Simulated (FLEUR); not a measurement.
The system is CsPbBr3.

```
Pb Cs Br
1.0
     5.87000    0.00000    0.00000
     0.00000    5.87000    0.00000
     0.00000    0.00000    5.87000
Pb Cs Br
1 1 3
Direct
  0.50000 0.50000 0.50000
  0.00000 0.00000 0.00000
  0.50000 0.50000 0.00000
  0.50000 0.00000 0.50000
  0.00000 0.50000 0.50000
```

Measurements of this composition are mostly on another form, of space group No. 62.

```yaml
Program: FLEUR MaX-R8.1 (later development tree)
Task: single point
Functional: PBEsol
Potentials_or_basis: all-electron
Basis: FLAPW
Kmax: 4.24 1/bohr
k_mesh: 5 × 5 × 5
Occupations: fermi-dirac, width 0.05 eV
Spin: no spin polarisation
Gmax: 13.2 1/bohr
Muffin-tin_radii: Pb 2.66, Cs 2.66, Br 2.31 bohr
lmax: Pb 10, Cs 10, Br 9
lnonsphr: Pb 10, Cs 10, Br 9
Local_orbitals_a_species: Pb 5, Cs 6, Br 5
Max_iterations: 60
Mixing_factor: 0.05
Mixer: Anderson
Mixer_history: 15
```

On this cell: largest force zero by symmetry; band gap on the k mesh 2.58 eV, direct.

The same run follows on a disturbed copy (atoms moved at random, drawn with an rms of 0.05 Å):

```
Pb Cs Br
1.0
     5.87000    0.00000    0.00000
     0.00000    5.87000    0.00000
     0.00000    0.00000    5.87000
Pb Cs Br
1 1 3
Direct
  0.49643 0.49350 0.49965
  0.99665 0.99903 0.99438
  0.50649 0.50890 0.98857
  0.50406 0.00311 0.50401
  0.00619 0.49130 0.49411
```

What does the disturbed cell give?

The energy moves by +2.4 meV/atom; largest force 0.215 eV/Å; band gap on the k mesh 2.52 eV, direct.

Forces in eV/Å, atoms in the order of the input:
```
Pb   0.121  0.120 -0.131
Cs  -0.007 -0.003 -0.006
Br   0.002 -0.002  0.157
Br   0.004 -0.119 -0.011
Br  -0.120  0.005 -0.008
```

Caveats: spin-orbit coupling is left out, which as a rule narrows the gap of such compounds by several tenths of an eV; an odd mesh through Γ misses points on the zone boundary, where band edges often lie.
